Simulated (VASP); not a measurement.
# Ir (P6_3/mmc) in VASP: further runs

Runs on Ir. Level: PBE. Tasks: single point.

Program: VASP 6.6.1. These are calculated values, not measurements. Logs are shortened: lines on timing, memory, paths and dates and some standing lists are left out, and cuts for length are marked.

### 1 Starting point

The structure is hexagonal, space group P6_3/mmc (No. 194). Conventional cell: a = 2.751 Å, b = 2.751 Å, c = 4.462 Å, α = 90.00°, β = 90.00°, γ = 120.00°. Ir (site symmetry -6m2) is surrounded by 12 Ir at 2.74 to 2.75 Å.

This isn't the form of Ir at room conditions, which is fcc.

### 2 Single point, PBE

INCAR reads:

```
SYSTEM = Ir
ADDGRID = .FALSE. ; ALGO = Normal
EDIFF = 1E-6 ; ENCUT = 400
GGA = PE ; ISIF = 2
ISMEAR = 0 ; LASPH = .TRUE.
LCHARG = .FALSE. ; LREAL = .FALSE.
LWAVE = .FALSE. ; NELM = 100
PREC = Accurate ; SIGMA = 0.2
```

KPOINTS reads:

```
k-points
0
G
  11 11 6
  0 0 0
```

POSCAR reads:

```
Ir
1.0
    2.7513778946      0.0000000000      0.0000000000
   -1.3756889473      2.3827631521      0.0000000000
    0.0000000000      0.0000000000      4.4622900000
Ir
2
Direct
    0.3583140000      0.6617470000      0.2121330000
    0.6598720000      0.3587530000      0.7691070000
```

Potentials or basis: VASP PAW PBE potentials, release 64 (Ir).

On the command line:

```sh
$ cat potpaw_PBE.64/Ir/POTCAR > POTCAR
$ mpirun -np 1 vasp_std > vasp.out
```

OUTCAR:

```text
SYSTEM = Ir
   EDIFF = 1E-6
   ENCUT = 400
   GGA = PE
   ISIF = 2
   ISMEAR = 0
   LASPH = .TRUE.
   LREAL = .FALSE.
   NELM = 100
   PREC = Accurate

 Found    364 irreducible k-points:

 Following reciprocal coordinates:
            Coordinates               Weight
  0.000000  0.000000  0.000000      1.000000
  0.090909 -0.000000  0.000000      2.000000
  0.000000  0.090909  0.000000      2.000000
 -0.090909  0.090909  0.000000      2.000000
  0.181818 -0.000000  0.000000      2.000000
  0.000000  0.181818  0.000000      2.000000
   k-points           NKPTS =    364   k-points in BZ     NKDIM =    364   number of bands    NBANDS=     13
   number of dos      NEDOS =    301   number of ions     NIONS =      2
   total plane-waves  NPLWV =   9720
   dimension x,y,z NGX =    18 NGY =   18 NGZ =   30
   dimension x,y,z NGXF=    36 NGYF=   36 NGZF=   60
   ions per type =               2
   NGX,Y,Z   is equivalent  to a cutoff of  10.88, 10.88, 11.18 a.u.
   NGXF,Y,Z  is equivalent  to a cutoff of  21.75, 21.75, 22.35 a.u.
 SYSTEM =  Ir
   PREC   = accura    normal or accurate (medium, high low for compatibility)
   ISTART =      0    job   : 0-new  1-cont  2-samecut
   ICHARG =      2    charge: 1-file 2-atom 10-const
   ISPIN  =      1    spin polarized calculation?
   LNONCOLLINEAR =      F non collinear calculations
   LSORBIT =      F    spin-orbit coupling
   LASPH  =      T    aspherical Exc in radial PAW
   ENCUT  =  400.0 eV  29.40 Ry    5.42 a.u.   4.49  4.49  7.28*2*pi/ulx,y,z
   NELM   =    100;   NELMIN=  2; NELMDL= -5     # of ELM steps
   EDIFF  = 0.1E-05   stopping-criterion for ELM
[... 8 lines left out ...]
   TEBEG  =    0.0;   TEEND  =   0.0 temperature during run
   PSTRESS=    0.0 pullay stress
   NELECT =      18.0000    total number of electrons
   NUPDOWN=      -1.0000    fix difference up-down
   EMIN   =  10.00;   EMAX   =-10.00  energy-range for DOS
   EFERMI =   0.00;   METHOD = LEGACY
   ISMEAR =     0;   SIGMA  =   0.20  broadening in eV -4-tet -1-fermi 0-gaus
   EFERMI_NEDOS =   21; number of points for ismear=-14 and -15
   IALGO  =     38    algorithm
   IMIX   =      4    mixing-type and parameters
     AMIX     =   0.40;   BMIX     =  1.00
     AMIX_MAG =   1.60;   BMIX_MAG =  1.00
  volume/ion in A,a.u.               =      14.63        98.71
  Fermi-wavevector in a.u.,A,eV,Ry     =   1.392417  2.631287 26.379323  1.938826
  Thomas-Fermi vector in A             =   2.516162
   LORBIT       =      0    0 simple, 1 ext, 2 COOP (PROOUT), +10 PAW based schemes
   GGA     = PE    functional components
   LHFCALC =     F    Hartree Fock is set to
   AEXX    =    0.0000 exact exchange contribution
   IVDW    =     0    specifies the selected vdW correction
   LEPSILON=     F    determine dielectric tensor
   LRPA    =     F    only Hartree local field effects (RPA)
 non-spin polarized calculation
 Gauss-broadening in eV      SIGMA  =   0.20
  energy-cutoff  :      400.00
  volume of cell :       29.25
 maximum number of plane-waves:       549
 NGX is ok and might be reduce to    18
   NGX =  9   NGY =  9   NGZ = 15

 number of electron      18.0000003 magnetization

 Free energy of the ion-electron system (eV)
  ---------------------------------------------------
  ext. energy  EPLUGINS =         0.00000000
  ---------------------------------------------------
  free energy    TOTEN  =       -17.05440538 eV

  energy without entropy =      -16.99346840  energy(sigma->0) =      -17.02393689

 E-fermi :  10.0652     XC(G=0): -13.7471

 val. band max:       10.0648050031   @ k =   0.3636   0.3636   0.3333
 cond. band min:      10.0662593175   @ k =   0.2727   0.0909   0.1667
 fundamental gap:      0.0014543145
 Fermi energy:        10.0651627925

 k-point     1 :       0.0000    0.0000    0.0000
  band No.  band energies     occupation
      1      -0.9544      2.00000
      2       1.9119      2.00000
      3       5.8730      2.00000
      4       6.0111      2.00000
      5       6.0955      2.00000
      6       6.3210      2.00000
      7       6.6664      2.00000
      8       7.7656      2.00000
      9       8.4141      2.00000
     10       9.5804      1.99939
     11       9.9346      1.64407
     12      10.8322      0.00000
     13      16.0361      0.00000

 k-point     2 :       0.0909   -0.0000    0.0000
  band No.  band energies     occupation
      1      -0.6440      2.00000
      2       2.1710      2.00000
      3       5.5030      2.00000
      4       6.1525      2.00000
      5       6.1901      2.00000
      6       6.3410      2.00000
      7       6.8522      2.00000
      8       7.6171      2.00000
      9       8.0108      2.00000
     10       8.4631      2.00000
     11      10.6397      0.00005
     12      12.0171      0.00000
     13      16.1071      0.00000

 k-point     3 :       0.0000    0.0909    0.0000
  band No.  band energies     occupation
      1      -0.6439      2.00000
      2       2.1715      2.00000
      3       5.5028      2.00000
      4       6.1521      2.00000
      5       6.1884      2.00000
      6       6.3411      2.00000
      7       6.8549      2.00000
      8       7.6153      2.00000
      9       8.0177      2.00000
     10       8.4598      2.00000
     11      10.6279      0.00007
     12      12.0262      0.00000
     13      16.1071      0.00000

 k-point     4 :      -0.0909    0.0909    0.0000
  band No.  band energies     occupation
      1      -0.6394      2.00000
      2       2.1979      2.00000
      3       5.4811      2.00000
      4       5.9356      2.00000
      5       6.3175      2.00000
      6       6.4959      2.00000
      7       6.8365      2.00000
      8       7.5683      2.00000
      9       8.2396      2.00000
     10       8.3719      2.00000
     11      10.1453      0.57084
     12      12.3803      0.00000
     13      16.1147      0.00000

 k-point     5 :       0.1818   -0.0000    0.0000
  band No.  band energies     occupation
      1       0.2118      2.00000
      2       2.7683      2.00000
      3       4.8718      2.00000
      4       5.7977      2.00000
      5       6.1857      2.00000
      6       6.5351      2.00000
      7       7.0664      2.00000
      8       7.3546      2.00000
      9       8.0031      2.00000
     10       8.2743      2.00000
     11      10.8301      0.00000
     12      14.1508      0.00000
     13      16.2396      0.00000

 k-point     6 :       0.0000    0.1818    0.0000
  band No.  band energies     occupation
      1       0.2123      2.00000
      2       2.7709      2.00000
      3       4.8720      2.00000
      4       5.7916      2.00000
      5       6.1857      2.00000
      6       6.5419      2.00000
      7       7.0680      2.00000
      8       7.3580      2.00000
      9       7.9948      2.00000
     10       8.2746      2.00000
     11      10.8207      0.00000
     12      14.1598      0.00000
     13      16.2394      0.00000

 [... further k-points ...]
[... 5 lines left out ...]
  --------------------------------------------------------------------------------------
  -------------------------------------------------------------------------------------
  Total        1.8939951      1.3044407      3.9585742     -0.5207947      0.8716460     -1.5433219
  in kB      103.7290810     71.4407495    216.8005913    -28.5225395     47.7377373    -84.5236410
  external PRESSURE =     130.6568073 kB  Pullay stress =       0.0000000 kB

 VOLUME and BASIS-vectors are now :
 -----------------------------------------------------------------------------
  energy-cutoff  :      400.00
  volume of cell :       29.25
      direct lattice vectors                 reciprocal lattice vectors
     2.751377895  0.000000000  0.000000000     0.363454254  0.209840411  0.000000000
    -1.375688947  2.382763152  0.000000000     0.000000000  0.419680823  0.000000000
     0.000000000  0.000000000  4.462290000     0.000000000  0.000000000  0.224100182

 POSITION                                       TOTAL-FORCE (eV/Angst)
 -----------------------------------------------------------------------------------
      0.07550      1.57679      0.94660        -0.873597      0.492301      3.694380
      1.32202      0.85482      3.43198         0.873597     -0.492301     -3.694380
 -----------------------------------------------------------------------------------
    total drift:                                0.000001      0.000001     -0.000000

  FREE ENERGIE OF THE ION-ELECTRON SYSTEM (eV)
  ---------------------------------------------------
  free  energy   TOTEN  =       -17.0544053751 eV

  energy  without entropy=      -16.9934683989  energy(sigma->0) =      -17.02393689
```

Wall time 65 s (1 thread of Intel Xeon Platinum 8375C at 2.90GHz (Ice Lake), shared host); peak memory 0.2 GiB.

These settings aren't checked as converged: the numbers below hold their error.

Results:

```
Free energy            : -17.0544 eV
Pressure               : 13.1 GPa
Largest force          : 3.828 eV/Å
Band gap on the k mesh : none (metal or under the smearing width)
```

### 3 Single point, PBE

INCAR: that of step 2 with these lines changed.

```diff
@@ -2,3 +2,3 @@
 ADDGRID = .FALSE. ; ALGO = Normal
-EDIFF = 1E-6 ; ENCUT = 400
+EDIFF = 1E-6 ; ENCUT = 520
 GGA = PE ; ISIF = 2
```

KPOINTS reads:

```
k-points
0
G
  10 10 5
  0 0 0
```

POSCAR reads:

```
Ir
1.0
    2.7513778946      0.0000000000      0.0000000000
   -1.3756889473      2.3827631521      0.0000000000
    0.0000000000      0.0000000000      4.4622900000
Ir
2
Direct
    0.3333333333      0.6666666667      0.2500000000
    0.6666666667      0.3333333333      0.7500000000
```

Potentials or basis: VASP PAW PBE potentials, release 64 (Ir).

On the command line:

```sh
$ cat potpaw_PBE.64/Ir/POTCAR > POTCAR
$ mpirun -np 1 vasp_std > vasp.out
```

OUTCAR:

```text
SYSTEM = Ir
   EDIFF = 1E-6
   ENCUT = 520
   GGA = PE
   ISIF = 2
   ISMEAR = 0
   LASPH = .TRUE.
   LREAL = .FALSE.
   NELM = 100
   PREC = Accurate

 Found     42 irreducible k-points:

 Following reciprocal coordinates:
            Coordinates               Weight
  0.000000  0.000000  0.000000      1.000000
  0.100000 -0.000000  0.000000      6.000000
  0.200000 -0.000000  0.000000      6.000000
  0.300000  0.000000  0.000000      6.000000
  0.400000 -0.000000  0.000000      6.000000
  0.500000 -0.000000  0.000000      3.000000
   k-points           NKPTS =     42   k-points in BZ     NKDIM =     42   number of bands    NBANDS=     13
   number of dos      NEDOS =    301   number of ions     NIONS =      2
   total plane-waves  NPLWV =  14400
   dimension x,y,z NGX =    20 NGY =   20 NGZ =   36
   dimension x,y,z NGXF=    40 NGYF=   40 NGZF=   72
   ions per type =               2
   NGX,Y,Z   is equivalent  to a cutoff of  12.08, 12.08, 13.41 a.u.
   NGXF,Y,Z  is equivalent  to a cutoff of  24.17, 24.17, 26.82 a.u.
 SYSTEM =  Ir
   PREC   = accura    normal or accurate (medium, high low for compatibility)
   ISTART =      0    job   : 0-new  1-cont  2-samecut
   ICHARG =      2    charge: 1-file 2-atom 10-const
   ISPIN  =      1    spin polarized calculation?
   LNONCOLLINEAR =      F non collinear calculations
   LSORBIT =      F    spin-orbit coupling
   LASPH  =      T    aspherical Exc in radial PAW
   ENCUT  =  520.0 eV  38.22 Ry    6.18 a.u.   5.12  5.12  8.30*2*pi/ulx,y,z
   NELM   =    100;   NELMIN=  2; NELMDL= -5     # of ELM steps
   EDIFF  = 0.1E-05   stopping-criterion for ELM
[... 8 lines left out ...]
   TEBEG  =    0.0;   TEEND  =   0.0 temperature during run
   PSTRESS=    0.0 pullay stress
   NELECT =      18.0000    total number of electrons
   NUPDOWN=      -1.0000    fix difference up-down
   EMIN   =  10.00;   EMAX   =-10.00  energy-range for DOS
   EFERMI =   0.00;   METHOD = LEGACY
   ISMEAR =     0;   SIGMA  =   0.20  broadening in eV -4-tet -1-fermi 0-gaus
   EFERMI_NEDOS =   21; number of points for ismear=-14 and -15
   IALGO  =     38    algorithm
   IMIX   =      4    mixing-type and parameters
     AMIX     =   0.40;   BMIX     =  1.00
     AMIX_MAG =   1.60;   BMIX_MAG =  1.00
  volume/ion in A,a.u.               =      14.63        98.71
  Fermi-wavevector in a.u.,A,eV,Ry     =   1.392417  2.631287 26.379323  1.938826
  Thomas-Fermi vector in A             =   2.516162
   LORBIT       =      0    0 simple, 1 ext, 2 COOP (PROOUT), +10 PAW based schemes
   GGA     = PE    functional components
   LHFCALC =     F    Hartree Fock is set to
   AEXX    =    0.0000 exact exchange contribution
   IVDW    =     0    specifies the selected vdW correction
   LEPSILON=     F    determine dielectric tensor
   LRPA    =     F    only Hartree local field effects (RPA)
 non-spin polarized calculation
 Gauss-broadening in eV      SIGMA  =   0.20
  energy-cutoff  :      520.00
  volume of cell :       29.25
 maximum number of plane-waves:       796
   NGX = 11   NGY = 11   NGZ = 17

 number of electron      18.0000000 magnetization

 Free energy of the ion-electron system (eV)
  ---------------------------------------------------
  ext. energy  EPLUGINS =         0.00000000
  ---------------------------------------------------
  free energy    TOTEN  =       -17.56192428 eV

  energy without entropy =      -17.50266127  energy(sigma->0) =      -17.53229277

 E-fermi :   9.9537     XC(G=0): -13.7886

 val. band max:        9.9123282814   @ k =   0.4000   0.2000   0.0000
 cond. band min:       9.9536957750   @ k =   0.4000   0.2000   0.2000
 fundamental gap:      0.0413674936
 Fermi energy:         9.9536669878

 k-point     1 :       0.0000    0.0000    0.0000
  band No.  band energies     occupation
      1      -0.9273      2.00000
      2       2.1014      2.00000
      3       6.2004      2.00000
      4       6.2825      2.00000
      5       6.2825      2.00000
      6       6.9060      2.00000
      7       6.9060      2.00000
      8       7.6969      2.00000
      9       7.6969      2.00000
     10       9.2266      2.00000
     11      10.2243      0.05566
     12      10.2243      0.05566
     13      16.7395      0.00000

 k-point     2 :       0.1000   -0.0000    0.0000
  band No.  band energies     occupation
      1      -0.5523      2.00000
      2       2.4295      2.00000
      3       5.7208      2.00000
      4       6.5957      2.00000
      5       6.6320      2.00000
      6       6.7839      2.00000
      7       7.1731      2.00000
      8       7.1984      2.00000
      9       7.4744      2.00000
     10       8.0080      2.00000
     11      10.3500      0.00507
     12      12.0762      0.00000
     13      16.6838      0.00000

 k-point     3 :       0.2000   -0.0000    0.0000
  band No.  band energies     occupation
      1       0.4701      2.00000
      2       3.1423      2.00000
      3       5.2303      2.00000
      4       5.6894      2.00000
      5       6.2561      2.00000
      6       6.9878      2.00000
      7       7.4323      2.00000
      8       7.4832      2.00000
      9       7.4885      2.00000
     10       8.0236      2.00000
     11      10.5829      0.00001
     12      14.5241      0.00000
     13      16.5150      0.00000

 k-point     4 :       0.3000    0.0000    0.0000
  band No.  band energies     occupation
      1       1.7494      2.00000
      2       3.2652      2.00000
      3       4.4339      2.00000
      4       5.4397      2.00000
      5       6.2692      2.00000
      6       6.4964      2.00000
      7       6.9873      2.00000
      8       8.7401      2.00000
      9       8.7892      2.00000
     10       9.2081      2.00000
     11      10.7610      0.00000
     12      16.4098      0.00000
     13      16.9719      0.00000

 k-point     5 :       0.4000   -0.0000    0.0000
  band No.  band energies     occupation
      1       2.5552      2.00000
      2       2.9197      2.00000
      3       3.6423      2.00000
      4       6.0880      2.00000
      5       6.1526      2.00000
      6       6.6708      2.00000
      7       6.9126      2.00000
      8      10.0686      0.41631
      9      10.4137      0.00114
     10      10.6905      0.00000
     11      10.8526      0.00000
     12      16.8461      0.00000
     13      17.0238      0.00000

 k-point     6 :       0.5000   -0.0000    0.0000
  band No.  band energies     occupation
      1       2.6984      2.00000
      2       2.7946      2.00000
      3       3.3728      2.00000
      4       6.0306      2.00000
      5       6.5569      2.00000
      6       6.6508      2.00000
      7       7.1051      2.00000
      8      10.6128      0.00000
      9      10.8787      0.00000
     10      11.0063      0.00000
     11      12.7863      0.00000
     12      14.2015      0.00000
     13      18.0031      0.00000

 [... further k-points ...]
[... 5 lines left out ...]
  --------------------------------------------------------------------------------------
  -------------------------------------------------------------------------------------
  Total       -0.3378057     -0.3378057      0.3824029      0.0000000      0.0000000      0.0000000
  in kB      -18.5007225    -18.5007225     20.9431925      0.0000000      0.0000000      0.0000000
  external PRESSURE =      -5.3527508 kB  Pullay stress =       0.0000000 kB

 VOLUME and BASIS-vectors are now :
 -----------------------------------------------------------------------------
  energy-cutoff  :      520.00
  volume of cell :       29.25
      direct lattice vectors                 reciprocal lattice vectors
     2.751377895  0.000000000  0.000000000     0.363454254  0.209840411  0.000000000
    -1.375688947  2.382763152  0.000000000     0.000000000  0.419680823  0.000000000
     0.000000000  0.000000000  4.462290000     0.000000000  0.000000000  0.224100182

 POSITION                                       TOTAL-FORCE (eV/Angst)
 -----------------------------------------------------------------------------------
     -0.00000      1.58851      1.11557        -0.000000      0.000000      0.000000
      1.37569      0.79425      3.34672         0.000000      0.000000      0.000000
 -----------------------------------------------------------------------------------
    total drift:                                0.000000     -0.000000     -0.000000

  FREE ENERGIE OF THE ION-ELECTRON SYSTEM (eV)
  ---------------------------------------------------
  free  energy   TOTEN  =       -17.5619242750 eV

  energy  without entropy=      -17.5026612653  energy(sigma->0) =      -17.53229277
```

OSZICAR:

```text
N       E                     dE             d eps       ncg     rms          rms(c)
DAV:   1     0.152456088384E+03    0.15246E+03   -0.85803E+03  1092   0.139E+03
DAV:   2    -0.118545331830E+02   -0.16431E+03   -0.15229E+03  1122   0.374E+02
DAV:   3    -0.185578800543E+02   -0.67033E+01   -0.61885E+01  1333   0.808E+01
DAV:   4    -0.186685438534E+02   -0.11066E+00   -0.11024E+00  1157   0.104E+01
DAV:   5    -0.186707391661E+02   -0.21953E-02   -0.21951E-02  1365   0.134E+00    0.202E+01
DAV:   6    -0.177378459634E+02    0.93289E+00   -0.15514E+00  1262   0.174E+01    0.833E+00
DAV:   7    -0.175736684335E+02    0.16418E+00   -0.47957E-01  1356   0.925E+00    0.214E+00
DAV:   8    -0.175676329404E+02    0.60355E-02   -0.43362E-03  1165   0.675E-01    0.141E+00
DAV:   9    -0.175619100588E+02    0.57229E-02   -0.68968E-03  1247   0.122E+00    0.305E-02
DAV:  10    -0.175619187941E+02   -0.87353E-05   -0.33713E-05  1416   0.564E-02    0.134E-02
DAV:  11    -0.175619239194E+02   -0.51253E-05   -0.27226E-06  1183   0.161E-02    0.244E-03
DAV:  12    -0.175619242750E+02   -0.35566E-06   -0.17906E-07   626   0.583E-03
   1 F= -.17561924E+02 E0= -.17532293E+02  d E =-.592630E-01
```

Wall time 14 s (1 thread of Intel Xeon Platinum 8375C at 2.90GHz (Ice Lake), shared host); peak memory 0.15 GiB.

The run converged, but some of its settings lie outside the range that counts as converged, so its numbers aren't taken as properties of the crystal.

Results:

```
Free energy            : -17.5619 eV
Pressure               : -0.5 GPa
Band gap on the k mesh : none (metal or under the smearing width)
```

(Part 1 of 2 ends here.)
